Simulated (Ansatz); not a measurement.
# How fast does Si move in Si?

Method: DFT PBE, scalar-relativistic, plane waves, PAW (Ansatz). Settings: 420 eV cutoff, 2×2×2 k-mesh, shifted by half a step, Gaussian smearing of 0.02 eV, no spin polarisation.

Host crystal, relaxed:

```xyz
4
Lattice="3.8513 0.0000 0.0000 -1.9256 3.3353 0.0000 0.0000 0.0000 6.3650" Properties=species:S:1:pos:R:3 pbc="T T T"
Si    0.0000    2.2235    0.4006
Si    1.9256    1.1118    3.5831
Si    0.0000    2.2235    2.7820
Si    1.9256    1.1118    5.9645
```

In a supercell of 32 host sites, interstitial Si hops to an equivalent place, moving 3.14 Å. Climbing-image nudged elastic band at fixed cell; the order of the saddle wasn't checked, and the small cell leaves errors of about a tenth of an eV.

```tsv
image	path (Å)	E − E(0) (eV)
0	0.00	0.000
1	0.83	0.167
2	1.66	0.395
3	2.49	0.167
4	3.31	0.000
```

Question: What are the barriers forward and back, and what attempt frequency does the shape suggest?

Answer: Forward 0.40 eV, back 0.40 eV, the ends being level. For a sinusoidal profile E_b sin²(πx/l), with the Si atom alone moving, ν = (1/l)√(E_b/2m) = 2.6×10¹² s⁻¹, within an order of magnitude of the customary 10¹³ s⁻¹; a true prefactor needs the vibrations at the minimum and at the saddle.

Question: With ν = 10¹³ s⁻¹, give the forward jump rate along this one path, the wait 1/k for that jump, the diffusivity D ≈ l²k and the distance √(Dt) covered in an hour at 300, 600 and 1000 K, taking the host as solid throughout.

Answer: k = ν exp(−E_b/k_BT):
```json
{"T (K)": "300", "k (1/s)": "2.3×10⁶", "wait (s)": "4.4×10⁻⁷", "D (cm²/s)": "2.2×10⁻⁹", "√(Dt) in 1 h (nm)": "2.8×10⁴"}
{"T (K)": "600", "k (1/s)": "4.8×10⁹", "wait (s)": "2.1×10⁻¹⁰", "D (cm²/s)": "4.7×10⁻⁶", "√(Dt) in 1 h (nm)": "1.3×10⁶"}
{"T (K)": "1000", "k (1/s)": "1.0×10¹¹", "wait (s)": "9.8×10⁻¹²", "D (cm²/s)": "1.0×10⁻⁴", "√(Dt) in 1 h (nm)": "6.0×10⁶"}
```

D = l²k holds for six equivalent jumps in three dimensions (z l²k/6) and is a scale otherwise. Long-range transport needs a connected net of such jumps, and traps slow it. D is that of an interstitial already there; self-diffusion in the crystal is slower by the defects' share of the sites. An error of 0.1 eV in the barrier changes k by a factor of 48 at 300 K and 3.2 at 1000 K.